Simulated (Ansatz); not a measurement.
Two G0W0 runs on MoS2/MoS2/MoS2 (multilayer of trigonal-prismatic sheets).

The cell holds 9 atoms: 3 Mo and 6 S. Cell: a = 3.151 Å, b = 3.151 Å, c = 53.700 Å, α = 90.0°, β = 90.0°, γ = 120.0°. Regions: layer 1 (MoS2), 3 atoms (1 Mo and 2 S); layer 2 (MoS2), 3 atoms (1 Mo and 2 S); layer 3 (MoS2), 3 atoms (1 Mo and 2 S). Vacuum lies along c.

```xyz
9
Lattice="3.1509 0.0000 0.0000 -1.5755 2.7288 0.0000 0.0000 0.0000 53.7000" Properties=species:S:1:pos:R:3
Mo    0.0000    1.8192   20.7976
S     1.5755    0.9096   22.3636
S     1.5755    0.9096   19.2298
Mo    1.5755    0.9096   26.8500
S     0.0000    1.8192   28.4153
S     0.0000    1.8192   25.2847
Mo    0.0000    1.8192   32.9024
S     1.5755    0.9096   34.4702
S     1.5755    0.9096   31.3364
```

The structure was relaxed with PBE-D3(BJ). The runs that relaxed it are not among those shown. PAW set soft_2, made with PBE.

The first (Ansatz 0.2.0; start PBE, 9×9×1 mesh, 614 empty bands, screening to 70 eV; 1 × NVIDIA H100 80GB HBM3 (shared by 6 runs) with 3 threads of AMD EPYC 7R13 (Zen 3), shared host) gave, on its mesh: starting gap 1.08 eV, G0W0 gap 1.53 eV, mean of 1 + 4πα/V (set by the cell height) 4.32, 5 min.

**Question.** The second changes empty bands from 614 to 245 and screening cutoff (eV) from 70.0 to 38. What does it give?

It gave: starting gap 1.08 eV, G0W0 gap 1.48 eV, mean of 1 + 4πα/V (set by the cell height) 4.34, 2.3 min. The G0W0 gap moves by −0.05 eV, +0.00 eV from the start and −0.05 eV from the correction. Σc changes by +0.36 eV at the valence top and +0.31 eV at the conduction bottom, and Σx − Vxc between them by +0.00 eV.

Limits: not at the basis limit; coarse mesh for a sheet; no spin-orbit coupling.

[Paths, hosts, dates, memory and timing lines, banners, echoed tables and standing remarks are left out of the program output.]

[Logs are printed without paths, hosts, clocks, repeated set-up lines and the standing remarks that a program may print on its own settings, such as how far it seeks lower states.]

[Runs of the session that timed out or met a known fault of the program may be left out.]

[Cells called generated may have been cut or substituted from an entry of the Crystallography Open Database or the Materials Project.]

[Hosts, paths, dates, database ids (printed as entryN), source tags and the programs' standing remarks are cut or masked in the printed files.]
